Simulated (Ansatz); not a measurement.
## MoS2 in Ansatz: the effect of target pressure

MoS2:

```
Mo S
1.0
     3.16900    0.00000    0.00000
    -1.58450    2.74443    0.00000
     0.00000    0.00000   12.32400
Mo S
2 4
Direct
  0.66667 0.33333 0.75000
  0.33333 0.66667 0.25000
  0.66667 0.33333 0.37700
  0.33333 0.66667 0.87700
  0.66667 0.33333 0.12300
  0.33333 0.66667 0.62300
```

Alike in all runs:

```yaml
Program: Ansatz 0.2.0
Task: relaxation of cell and atoms
Functional: PBEsol
Potentials_or_basis: Ansatz PAW
Cutoff: "420 eV (not typed: the program's choice for these potentials)"
k_mesh: 10 × 10 × 3
Occupations: fermi-dirac, width 0.05 eV
Spin: no spin polarisation
```

Each run relaxes the cell or the atoms first.

Q: One run gave: relaxed volume 16.92 Å³/atom; gap on the mesh 0.74 eV. Which target pressure did it use?
A. 2 GPa
B. 5 GPa
C. 10 GPa
D. 30 GPa
E. 20 GPa

A: A.

```csv
target pressure,relaxed volume (Å³/atom),gap on the mesh (eV)
0 GPa,17.91,1.02
2 GPa,16.92,0.74
5 GPa,16.18,0.53
10 GPa,15.39,0.31
20 GPa,14.35,none
30 GPa,13.61,none
```

Caveats: the plane-wave basis is chosen anew once the cell has moved, so the energies of steps on either side of that aren't comparable; this functional lacks dispersion, which binds the layers, so the pressure and a relaxed spacing across them are unreliable; the PAW data sets come from PBE, with cores solved anew for the run's functional, which leaves a small shift of forces and pressure; odd divisions of the mesh miss points on the zone boundary, where band edges often lie, so the gap on the mesh can be too wide (some runs); the volume moved by over 15 % at a fixed basis, so the end points are rough (some runs).

A k mesh can miss the band edges.

A gap of «none» marks a metal or a gap under the smearing width.
